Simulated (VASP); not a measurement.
# Mg (P6_3/mmc) in VASP: single point with HSE06

Aim: the single point of Mg with HSE06.

All numbers are computed with VASP 6.6.1; they aren't measurements. Logs are shortened: lines on timing, memory, paths and dates and some standing lists are left out, and cuts for length are marked.

## (1) Starting point

The structure is hexagonal, space group P6_3/mmc (No. 194). The conventional cell has a = 3.189 Å, b = 3.189 Å, c = 5.109 Å, α = 90.00°, β = 90.00°, γ = 120.00°. Mg (site symmetry -6m2) has 12 Mg at 3.15 to 3.19 Å as nearest neighbours.

## (2) Single point, HSE06

The input, POSCAR:

```
Mg
1.0
    3.1892283715      0.0000000000      0.0000000000
   -1.5946141858      2.7619527882      0.0000000000
    0.0000000000      0.0000000000      5.1088791867
Mg
2
Direct
    0.3333333333      0.6666666667      0.2500000000
    0.6666666667      0.3333333333      0.7500000000
```

The input, INCAR.step1:

```
SYSTEM = Mg
PREC     = Accurate       ! precision mode
ENCUT    = 520            ! plane-wave cutoff, eV
EDIFF    = 1E-5           ! SCF threshold, eV
ISMEAR   = 0              ! smearing method
SIGMA    = 0.1            ! smearing width, eV
LREAL    = .FALSE.        ! projectors in reciprocal space
LASPH    = .TRUE.         ! aspherical terms in the spheres
NELM     = 100            ! most SCF steps
ALGO     = Normal         ! electronic algorithm
ISIF     = 2              ! what is computed and relaxed
LWAVE    = .TRUE.         ! write WAVECAR
GGA      = PE             ! functional
NBANDS   = 9              ! bands
```

The input, INCAR.step2:

```
SYSTEM = Mg
PREC     = Accurate       ! precision mode
ENCUT    = 520            ! plane-wave cutoff, eV
EDIFF    = 1E-6           ! SCF threshold, eV
ISMEAR   = 0              ! smearing method
SIGMA    = 0.1            ! smearing width, eV
LREAL    = .FALSE.        ! projectors in reciprocal space
LASPH    = .TRUE.         ! aspherical terms in the spheres
NELM     = 100            ! most SCF steps
ALGO     = Normal         ! electronic algorithm
ISIF     = 2              ! what is computed and relaxed
LWAVE    = .FALSE.        ! write WAVECAR
LCHARG   = .TRUE.         ! write CHGCAR
GGA      = PE             ! functional
LHFCALC  = .TRUE.         ! exact exchange
HFSCREEN = 0.2079         ! screening, 1/A
PRECFOCK = Normal       
LELF     = .TRUE.         ! ELF
LVHAR    = .TRUE.       
ISTART   = 1            
NBANDS   = 9              ! bands
```

The input, KPOINTS:

```
Automatic mesh
0
G
  6 6 4
  0 0 0
```

Potentials or basis: VASP PAW PBE potentials, release 64 (Mg).

Started as:

```
> cat potpaw_PBE.64/Mg/POTCAR > POTCAR
> cp INCAR.step1 INCAR
> mpirun -np 1 vasp_std > vasp.out
> cp INCAR.step2 INCAR
> mpirun -np 1 vasp_std > vasp.out
```

OUTCAR:

```text
SYSTEM = Mg
   PREC = Accurate
   ENCUT = 520
   EDIFF = 1E-6
   ISMEAR = 0
   LREAL = .FALSE.
   LASPH = .TRUE.
   NELM = 100
   ISIF = 2
   GGA = PE
   LHFCALC = .TRUE.
   HFSCREEN = 0.2079
   PRECFOCK = Normal
   ISTART = 1

 ion  position               nearest neighbor table
   1  0.333  0.667  0.250-   2 3.15   2 3.15   2 3.15   2 3.15   2 3.15   2 3.15
   2  0.667  0.333  0.750-   1 3.15   1 3.15   1 3.15   1 3.15   1 3.15   1 3.15

  LATTYP: Found a hexagonal cell.
 ALAT       =     3.1892283715
 C/A-ratio  =     1.6019170130

  Lattice vectors:

 A1 = (   3.1892283715,   0.0000000000,   0.0000000000)
 A2 = (  -1.5946141858,   2.7619527882,   0.0000000000)
 A3 = (   0.0000000000,   0.0000000000,   5.1088791867)

Analysis of symmetry for initial positions (statically):
=====================================================================
 Subroutine PRICEL returns:
 Original cell was already a primitive cell.

 Routine SETGRP: Setting up the symmetry group for a
 hexagonal supercell.

 Subroutine GETGRP returns: Found 24 space group operations
 (whereof 12 operations were pure point group operations)
 out of a pool of 24 trial point group operations.

The static configuration has the point symmetry D_3d.
 The point group associated with its full space group is D_6h.

Analysis of symmetry for dynamics (positions and initial velocities):
=====================================================================
 Subroutine PRICEL returns:
 Original cell was already a primitive cell.

 Routine SETGRP: Setting up the symmetry group for a
 hexagonal supercell.

 Subroutine GETGRP returns: Found 24 space group operations
 (whereof 12 operations were pure point group operations)
 out of a pool of 24 trial point group operations.

The dynamic configuration has the point symmetry D_3d.
 The point group associated with its full space group is D_6h.

 Subroutine INISYM returns: Found 24 space group operations
 (whereof 12 operations are pure point group operations),
 and found     1 'primitive' translations

----------------------------------------------------------------------------------------

                                     Primitive cell

  volume of cell :      45.0016

  direct lattice vectors                    reciprocal lattice vectors
     3.189228372  0.000000000  0.000000000     0.313555470  0.181031335  0.000000000
    -1.594614186  2.761952788  0.000000000     0.000000000  0.362062670  0.000000000
     0.000000000  0.000000000  5.108879187     0.000000000  0.000000000  0.195737649

  length of vectors
     3.189228372  3.189228372  5.108879187     0.362062670  0.362062670  0.195737649

  position of ions in fractional coordinates (direct lattice)
     0.333333333  0.666666667  0.250000000
     0.666666667  0.333333333  0.750000000

  ion indices of the primitive-cell ions
   primitive index   ion index
                 1           1
                 2           2

----------------------------------------------------------------------------------------

 KPOINTS: Automatic mesh

Automatic generation of k-mesh.
 Grid dimensions read from file:
 generate k-points for:    6    6    4

 Generating k-lattice:

  Cartesian coordinates                     Fractional coordinates (reciprocal lattice)
     0.052259245  0.030171889  0.000000000     0.166666667 -0.000000000  0.000000000
     0.000000000  0.060343778  0.000000000     0.000000000  0.166666667  0.000000000
     0.000000000  0.000000000  0.048934412     0.000000000  0.000000000  0.250000000

  Length of vectors
     0.060343778  0.060343778  0.048934412

  Shift w.r.t. Gamma in fractional coordinates (k-lattice)
     0.000000000  0.000000000  0.000000000

 Subroutine IBZKPT returns following result:
 ===========================================

 Found     21 irreducible k-points:

 Following reciprocal coordinates:
            Coordinates               Weight
  0.000000  0.000000  0.000000      1.000000
  0.166667 -0.000000  0.000000      6.000000
  0.333333  0.000000  0.000000      6.000000
  0.500000 -0.000000  0.000000      3.000000
  0.166667  0.166667  0.000000      6.000000
  0.333333  0.166667  0.000000     12.000000
[... 13 lines left out ...]
  0.333333  0.166667  0.500000     12.000000
  0.333333  0.333333  0.500000      2.000000
   k-points           NKPTS =     21   k-points in BZ     NKDIM =    144   number of bands    NBANDS=      9
   number of dos      NEDOS =    301   number of ions     NIONS =      2
   total plane-waves  NPLWV =  23040
   dimension x,y,z NGX =    24 NGY =   24 NGZ =   40
   dimension x,y,z NGXF=    48 NGYF=   48 NGZF=   80
   ions per type =               2
   NGX,Y,Z   is equivalent  to a cutoff of  12.51, 12.51, 13.02 a.u.
   NGXF,Y,Z  is equivalent  to a cutoff of  25.02, 25.02, 26.03 a.u.
 SYSTEM =  Mg
   PREC   = accura    normal or accurate (medium, high low for compatibility)
   ISTART =      1    job   : 0-new  1-cont  2-samecut
   ICHARG =      0    charge: 1-file 2-atom 10-const
   ISPIN  =      1    spin polarized calculation?
   LNONCOLLINEAR =      F non collinear calculations
   LSORBIT =      F    spin-orbit coupling
   LASPH  =      T    aspherical Exc in radial PAW
   ENCUT  =  520.0 eV  38.22 Ry    6.18 a.u.   5.93  5.93  9.50*2*pi/ulx,y,z
   NELM   =    100;   NELMIN=  2; NELMDL=  0     # of ELM steps
   EDIFF  = 0.1E-05   stopping-criterion for ELM
   LREAL  =      F    real-space projection
   EDIFFG = 0.1E-04   stopping-criterion for IOM
   NSW    =      0    number of steps for IOM
   IBRION =     -1    ionic relax: 0-MD 1-quasi-New 2-CG
   NFREE  =      0    steps in history (QN), initial steepest desc. (CG)
   ISIF   =      2    stress and relaxation
   ISYM   =      3    0-nonsym 1-usesym 2-fastsym
   POTIM  = 0.5000    time-step for ionic-motion
   TEBEG  =    0.0;   TEEND  =   0.0 temperature during run
   PSTRESS=    0.0 pullay stress
   NELECT =       4.0000    total number of electrons
   NUPDOWN=      -1.0000    fix difference up-down
   EMIN   =  10.00;   EMAX   =-10.00  energy-range for DOS
   EFERMI =   0.00;   METHOD = LEGACY
   ISMEAR =     0;   SIGMA  =   0.10  broadening in eV -4-tet -1-fermi 0-gaus
   EFERMI_NEDOS =   21; number of points for ismear=-14 and -15
   IALGO  =     38    algorithm
   IMIX   =      1    mixing-type and parameters
     AMIX     =   0.40;   BMIX     =  1.00
     AMIX_MAG =   1.60;   BMIX_MAG =  1.00
  volume/ion in A,a.u.               =      22.50       151.84
  Fermi-wavevector in a.u.,A,eV,Ry     =   0.730610  1.380653  7.262669  0.533791
  Thomas-Fermi vector in A             =   1.822622
   LORBIT       =      0    0 simple, 1 ext, 2 COOP (PROOUT), +10 PAW based schemes
   GGA     = PE    functional components
   LHFCALC =     T    Hartree Fock is set to
   PRECFOCK=normal    Normal, Fast or Accurate (Low or Medium for compatibility)
   ENCUT4O =  -1.0   cutoff for four orbital integrals eV
   NKREDX  =     1    reduce k-point grid by
   NKREDY  =     1    reduce k-point grid by
   NKREDZ  =     1    reduce k-point grid by
   AEXX    =    0.2500 exact exchange contribution
   HFSCREEN=    0.2079 screening length (either q_TF or 0.3 A-1)
   HFSCREENC=   0.2079 screening length for correlation (either q_TF or 0.3 A-1)
   ENCUTFOCK=  -1.0 apply spherical cutoff to Coloumb kernel
   IVDW    =     0    specifies the selected vdW correction
   LEPSILON=     F    determine dielectric tensor
   LRPA    =     F    only Hartree local field effects (RPA)
 non-spin polarized calculation
 Gauss-broadening in eV      SIGMA  =   0.10
  energy-cutoff  :      520.00
  volume of cell :       45.00
 maximum number of plane-waves:      1228
 NGX is ok and might be reduce to    24
  NGX = 18; NGY = 18; NGZ = 30

 number of electron       4.0000000 magnetization

 Free energy of the ion-electron system (eV)
  ---------------------------------------------------
  ext. energy  EPLUGINS =         0.00000000
  ---------------------------------------------------
  free energy    TOTEN  =        -2.98228175 eV

  energy without entropy =       -2.97618512  energy(sigma->0) =       -2.97923344

 E-fermi :   2.5389     XC(G=0):  -7.1338

 val. band max:        2.5115884307   @ k =   0.3333   0.1667   0.0000
 cond. band min:       2.5977743915   @ k =   0.1667   0.1667   0.0000
 fundamental gap:      0.0861859608
 Fermi energy:         2.5389263483

 k-point     1 :       0.0000    0.0000    0.0000
  band No.  band energies     occupation
      1      -5.3861      2.00000
      2       0.8421      2.00000
      3       1.4958      2.00000
      4      14.4378      0.00000
      5      14.4378      0.00000
      6      14.5959      0.00000
      7      14.5959      0.00000
      8      15.5407      0.00000
      9      17.0529      0.00000

 k-point     2 :       0.1667   -0.0000    0.0000
  band No.  band energies     occupation
      1      -4.7577      2.00000
      2       1.4336      2.00000
      3       2.1001      2.00000
      4       9.4427      0.00000
      5      12.1457      0.00000
      6      12.7868      0.00000
      7      14.4398      0.00000
      8      15.5943      0.00000
      9      16.9041      0.00000

 k-point     3 :       0.3333    0.0000    0.0000
  band No.  band energies     occupation
      1      -2.8790      2.00000
      2       3.1718      0.00000
      3       3.4482      0.00000
      4       4.9572      0.00000
      5       9.7702      0.00000
      6       9.9683      0.00000
      7      10.7066      0.00000
      8      12.6878      0.00000
      9      15.3283      0.00000

 k-point     4 :       0.5000   -0.0000    0.0000
  band No.  band energies     occupation
      1       0.1854      2.00000
      2       0.2087      2.00000
      3       5.8063      0.00000
      4       6.1578      0.00000
      5       6.6001      0.00000
      6       6.9652      0.00000
      7      10.2237      0.00000
      8      11.7937      0.00000
      9      14.7907      0.00000
[... 169 lines left out ...]
 k-point    19 :       0.1667    0.1667    0.5000
  band No.  band energies     occupation
      1      -1.8587      2.00000
      2      -1.8587      2.00000
      3       8.1704      0.00000
      4       8.1704      0.00000
      5       8.7489      0.00000
      6       8.7489      0.00000
      7      10.9189      0.00000
      8      10.9189      0.00000
      9      17.8465      0.00000

 k-point    20 :       0.3333    0.1667    0.5000
  band No.  band energies     occupation
      1       0.5646      2.00000
      2       0.5646      2.00000
      3       4.1996      0.00000
      4       4.1996      0.00000
      5       7.6365      0.00000
      6       7.6365      0.00000
      7      12.6000      0.00000
      8      12.6000      0.00000
      9      15.3873      0.00000

 k-point    21 :       0.3333    0.3333    0.5000
  band No.  band energies     occupation
      1       4.1441      0.00000
      2       4.1441      0.00000
      3       4.5715      0.00000
      4       4.5715      0.00000
      5       5.5056      0.00000
      6       5.5056      0.00000
      7      15.2406      0.00000
      8      15.2406      0.00000
      9      15.3259      0.00000

------------------------ aborting loop because EDIFF is reached ----------------------------------------

  FORCE on cell =-STRESS in cart. coord.  units (eV):
  Direction    XX          YY          ZZ          XY          YZ          ZX
  --------------------------------------------------------------------------------------
  -------------------------------------------------------------------------------------
  Total        0.2286705      0.2286705      0.0858817     -0.0000000      0.0000000      0.0000000
  in kB        8.1412915      8.1412915      3.0576207     -0.0000000      0.0000000      0.0000000
  external PRESSURE =       6.4467345 kB  Pullay stress =       0.0000000 kB

 VOLUME and BASIS-vectors are now :
 -----------------------------------------------------------------------------
  energy-cutoff  :      520.00
  volume of cell :       45.00
      direct lattice vectors                 reciprocal lattice vectors
     3.189228372  0.000000000  0.000000000     0.313555470  0.181031335  0.000000000
    -1.594614186  2.761952788  0.000000000     0.000000000  0.362062670  0.000000000
     0.000000000  0.000000000  5.108879187     0.000000000  0.000000000  0.195737649

 POSITION                                       TOTAL-FORCE (eV/Angst)
 -----------------------------------------------------------------------------------
     -0.00000      1.84130      1.27722        -0.000000     -0.000000      0.000000
      1.59461      0.92065      3.83166         0.000000      0.000000     -0.000000
 -----------------------------------------------------------------------------------
    total drift:                                0.000000     -0.000000     -0.000000

  FREE ENERGIE OF THE ION-ELECTRON SYSTEM (eV)
  ---------------------------------------------------
  free  energy   TOTEN  =        -2.9822817486 eV

  energy  without entropy=       -2.9761851236  energy(sigma->0) =       -2.97923344
```

Run time: 1.8 min. Hardware: 1 thread of Intel Xeon 6975P-C (Granite Rapids), shared host; peak memory 0.27 GiB.

Results:

```yaml
Free_energy: -2.9823 eV
Pressure: 0.6 GPa
Band_gap_on_the_k_mesh: none (metal or under the smearing width)
```

Levels at points of the mesh, in eV from the Fermi level:
```tsv
k point	band 1	band 2	band 3	band 4	band 5	band 6
(0.00, 0.00, 0.00)	-7.93	-1.70	-1.04	11.90	11.90	12.06
(0.50, 0.00, 0.00)	-2.35	-2.33	3.27	3.62	4.06	4.43
(0.00, 0.00, 0.50)	-6.27	-6.27	6.05	6.05	12.69	12.69
(0.50, 0.00, 0.50)	-1.16	-1.16	-0.24	-0.24	8.95	8.95
```

Caveat: the k mesh is coarse (spacing up to 0.38 Å⁻¹), so the values aren't converged, least of all with exact exchange; the PAW data sets were made with another functional, which shifts forces and pressure a little.
